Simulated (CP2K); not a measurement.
Runs of CP2K 2026.2 on Hf. It takes space group P6_3/mmc (No. 194, hexagonal). Conventional cell: a = 3.197 Å, b = 3.197 Å, c = 5.058 Å, α = 90.00°, β = 90.00°, γ = 120.00°. Hf (site symmetry -6m2) is surrounded by 12 Hf at 3.13 to 3.20 Å. 

```tsv
task	level	potentials or basis	cell	smearing	EPS_DEFAULT	NGRIDS	basis sets	potentials	CUTOFF of the grids	gap on the mesh (eV)	pressure (GPa)
single point	PBE	POTENTIAL_UZH Hf GTH-PBE-q12; TZVP-MOLOPT-PBE-GTH basis	atoms moved at random, drawn with an rms of 0.05 Å	fermi-dirac 0.05 eV	1.0E-10	4	Hf TZVP-MOLOPT-PBE-GTH-q12	Hf GTH-PBE-q12 of POTENTIAL_UZH	450 Ry	none	0.9
band structure	PBEsol	POTENTIAL_UZH Hf GTH-PBE-q12; TZVP-MOLOPT-PBE-GTH basis	as given	fermi-dirac 0.05 eV	1.0E-9	4	Hf TZVP-MOLOPT-PBE-GTH-q12	Hf GTH-PBE-q12 of POTENTIAL_UZH	450 Ry	none	-2.9
band structure	TB-mBJ	POTENTIAL_UZH Hf GTH-PBE-q12; TZVP-MOLOPT-PBE-GTH basis	as given	fermi-dirac 0.1 eV	1.0E-9	5	Hf TZVP-MOLOPT-PBE-GTH-q12	Hf GTH-PBE-q12 of POTENTIAL_UZH	675 Ry	none	-
band structure	r2SCAN	POTENTIAL_UZH Hf GTH-SCAN-q12; TZVP-MOLOPT-SCAN-GTH basis	as given	fermi-dirac 0.0259 eV	1.0E-9	4	Hf TZVP-MOLOPT-SCAN-GTH-q12	Hf GTH-SCAN-q12 of POTENTIAL_UZH	675 Ry	none	(a)
single point	PBE	POTENTIAL_UZH Hf GTH-PBE-q12; TZVP-MOLOPT-PBE-GTH basis	as given	fermi-dirac 0.05 eV	1.0E-10	4	Hf TZVP-MOLOPT-PBE-GTH-q12	Hf GTH-PBE-q12 of POTENTIAL_UZH	450 Ry	none	0.8
```

Alike in all rows: no spin polarisation; k mesh 10 × 10 × 5.

Problem. Estimate the missing entries.

Solution. (a) -3.5.

Caveats: the basis of atomic orbitals isn't converged, which shifts pressures, moduli and gaps; spin-orbit coupling is left out, which moves the levels of the heavy elements (some runs); the potentials were made for another functional, which shifts forces and pressure (some runs); this is a model potential without an energy functional, so only levels have meaning (some runs).

A k mesh can miss the band edges, and the runs leave out spin-orbit coupling on Hf.

A gap of «none» marks a metal or a gap under the smearing width.
